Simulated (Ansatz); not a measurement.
# WS2: the cost of one run

Program: Ansatz 0.2.0. Level of theory: DFT LDA, scalar-relativistic. These are calculated values, not measurements.

### 1 The starting structure

The structure is trigonal, space group R3m (No. 160). Conventional cell: a = 3.158 Å, b = 3.158 Å, c = 18.490 Å, α = 90.00°, β = 90.00°, γ = 120.00°. W (site symmetry 3m) is surrounded by 6 S at 2.39 to 2.42 Å. S (site symmetry 3m) is surrounded by 3 W at 2.39 Å. Around S (site symmetry 3m) lie 3 W at 2.42 Å.

As a file:

```cif
data_structure
_symmetry_space_group_name_H-M 'R3m:H'
_symmetry_Int_Tables_number 160
_cell_length_a 3.1580
_cell_length_b 3.1580
_cell_length_c 18.4900
_cell_angle_alpha 90.000
_cell_angle_beta 90.000
_cell_angle_gamma 120.000
_cell_volume 159.70
loop_
_atom_site_label
_atom_site_type_symbol
_atom_site_symmetry_multiplicity
_atom_site_Wyckoff_symbol
_atom_site_fract_x
_atom_site_fract_y
_atom_site_fract_z
_atom_site_occupancy
W1 W 3 a 0.00000 0.00000 0.00000 1
S1 S 3 a 0.66667 0.33333 0.08363 1
S2 S 3 a 0.33333 0.66667 0.24767 1
```

The file gives the conventional cell by its symmetry; the runs use the cell typed in the input.

Atoms are numbered in the order of the input: W1, S2, S3.

### 2 Volume × 0.96, LAPW

input.yaml reads:

```yaml
crystal:
  lattice:
    - [1.5576599252, 0.8993153771, 6.0800315456]
    - [-1.5576599252, 0.8993153771, 6.0800315456]
    - [0.0, -1.7986307542, 6.0800315456]
  atoms:
    - { symbol: W, position: [0.0, 0.0, 0.0] }
    - { symbol: S, position: [0.7503, 0.7503, 0.7503] }
    - { symbol: S, position: [0.581, 0.581, 0.581] }
kpoints:
  mp_grid: { grid: [13, 13, 13] }
  band_path:
    path:
      - [0.0, 0.0, 0.0]
      - [0.5, 0.5, 0.5]
      - [0.8187478403, 0.1812521597, 0.5]
      - [0.5, -0.1812521597, 0.1812521597]
      - [0.5, 0.0, 0.0]
      - [0.0, 0.0, 0.0]
      - [0.3406260799, -0.3406260799, 0.0]
      - [0.6593739201, 0.0, 0.3406260799]
      - [0.5, 0.0, 0.5]
    npoints: 5
scf:
  occupations: { method: fermi_dirac, width: 0.08 }
hamiltonian:
  xc: lda
  pseudopotentials: { kind: all_electron, lapw: { basis_error: 0.0005 } }
output:
  forces: true
  stress: true
  eigenvalues: true
```

The run is started by

```bash
ansatz run input.yaml --threads 1 --pin off --max-ram 6144MiB --backend cpu --events-out ev --progress --plain --runs-dir out
```

What time and memory should one allow on 1 thread of Arm Neoverse V2, shared host?

About 5.7 min, with a peak of 1.2 GiB.
